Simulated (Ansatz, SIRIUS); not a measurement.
Given: the input of a run of Ansatz 0.2.0 on HfN. Atoms were shifted at random by some hundredths of an Å from the given cell, which wasn't relaxed again for these runs. The cell comes from a database or a generator and needn't be the stable form of this composition.

File input.yaml:

```yaml
crystal:
  lattice:
    - [2.82503, 0.0, 0.0]
    - [0.0, 2.82503, 0.0]
    - [0.0, 0.0, 2.82503]
  atoms:
    - { symbol: Hf, position: [0.505414, 0.496146, 0.495352] }
    - { symbol: "N", position: [-0.014175, 0.008048, -0.017044] }
kpoints:
  mp_grid: { grid: [9, 9, 9] }
scf:
  occupations: { method: fermi_dirac, width: 0.05 }
hamiltonian:
  xc: pbe
  pseudopotentials: { kind: all_electron, lapw: { basis_error: 0.001 } }
output:
  forces: true
  stress: true
  eigenvalues: true
  populations: true
```

Potentials or basis: all-electron LAPW, scalar-relativistic.

The run is started by

```console
$ ansatz run input.yaml --threads 1 --pin off --max-ram 3072MiB --backend cpu --events-out ev --progress --plain --runs-dir out
```

What does the same run look like in SIRIUS 7.10.0? Potentials or basis there: PseudoDojo 0.4.1 PBE standard (scalar relativistic), cutoff 1152 eV.

As run (cutoffs and basis follow the program's own potentials, and thresholds, step limits or extra output files can differ):

File sirius.json:

```json
{
  "control": {
    "processing_unit": "cpu",
    "verbosity": 2,
    "num_bands_to_print": 16,
    "print_forces": true,
    "print_stress": true
  },
  "parameters": {
    "electronic_structure_method": "pseudopotential",
    "xc_functionals": ["XC_GGA_X_PBE", "XC_GGA_C_PBE"],
    "gk_cutoff": 9.2,
    "pw_cutoff": 18.4,
    "ngridk": [9, 9, 9],
    "shiftk": [0, 0, 0],
    "smearing": "fermi_dirac",
    "smearing_width": 0.0018374661,
    "num_bands": 16,
    "num_mag_dims": 0,
    "num_dft_iter": 100,
    "energy_tol": 1e-08,
    "density_tol": 1e-06
  },
  "iterative_solver": {
    "type": "davidson",
    "min_tolerance": 1e-09,
    "tolerance_scale": [0.1, 0.25]
  },
  "mixer": {
    "type": "anderson",
    "beta": 0.7,
    "max_history": 8
  },
  "settings": {
    "tol_ne": 1e-10,
    "pseudo_grid_cutoff": 6.5
  },
  "unit_cell": {
    "lattice_vectors": [
      [5.338532993852, 0.0, 0.0],
      [0.0, 5.338532993852, 0.0],
      [0.0, 0.0, 5.338532993852]
    ],
    "atom_coordinate_units": "lattice",
    "atom_types": ["Hf", "N"],
    "atom_files": {
      "Hf": "Hf.json",
      "N": "N.json"
    },
    "atoms": {
      "Hf": [
        [0.505414, 0.496146, 0.495352]
      ],
      "N": [
        [-0.014175, 0.008048, -0.017044]
      ]
    }
  }
}
```

Potentials or basis: PseudoDojo 0.4.1 PBE standard (scalar relativistic).

Run with:

```bash
$ upf_to_json Hf.upf
$ upf_to_json N.upf
$ OMP_NUM_THREADS=1 sirius.scf --input=sirius.json --output=out.json --task=0
```

Both were run:

|  | Ansatz | SIRIUS |
| --- | --- | --- |
| Pressure | 0.7 GPa | 0.1 GPa |
| Largest force | 0.211 eV/Å | 0.212 eV/Å |

Where Ansatz's input types no cutoff or centring, it takes its own default and a Γ-centred mesh.

Pressure is positive in compression.
